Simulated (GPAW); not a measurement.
Here is a GPAW 26.7.0 calculation.

run.py

```python
from ase.dft.bandgap import bandgap
from ase.io import read, write
from ase.units import GPa
from gpaw import GPAW, PW, setup_paths

setup_paths.insert(0, '.')

atoms = read('FeO.xyz')
atoms.set_initial_magnetic_moments([4.0, 0.0])

calc = GPAW(mode=PW(650),
            xc='PBE',
            kpts={'size': (9, 9, 9), 'gamma': True},
            occupations={'name': 'fermi-dirac', 'width': 0.05},
            setups={'Fe': ':d,1.0'},
            nbands=17,
            maxiter=120,
            txt='gpaw.txt')
atoms.calc = calc
energy = atoms.get_potential_energy()
forces = atoms.get_forces()
stress = atoms.get_stress()
calc.write('gs.gpw')
write('result.traj', atoms)
print(f'Energy: {energy:.6f} eV')
print('Forces (eV/A):')
print(forces.round(4))
print('Stress (GPa):', (stress / GPa).round(3))
print('Moments:', calc.get_magnetic_moments().round(3))
print('Fermi level:', round(calc.get_fermi_level(), 4), 'eV')
print(f'Gap: {bandgap(calc)[0]:.4f} eV, direct: {bandgap(calc, direct=True)[0]:.4f} eV')
```

FeO.xyz

```xyz
2
Lattice="0.0000000000 2.1554000000 2.1554000000 2.1554000000 0.0000000000 2.1554000000 2.1554000000 2.1554000000 0.0000000000" Properties=species:S:1:pos:R:3 pbc="T T T"
Fe     0.0000000000      0.0000000000      0.0000000000
O      2.1554000000      2.1554000000      2.1554000000
```

Potentials or basis: PAW data sets generated in the run's folder for this functional, pw.

Launch:

```sh
$ gpaw-setup -f PBE Fe O
$ OMP_NUM_THREADS=1 python run.py
```

(1) What does it give for the net moment?

(2) What does it give for the site moments?

(3) Predict the band gap on the k mesh.

## Answers

(1) 4.00 μB per cell.

(2) Fe +3.59; O +0.22 μB.

(3) none (metal or under the smearing width).

Caveat: the cutoff is short for stress and forces, so pressures can be off by a GPa or more; a cell with one magnetic atom can't hold antiferromagnetic order, which such compounds often take.

The gap isn't set beside the measured one, since this odd mesh misses points on the zone boundary.
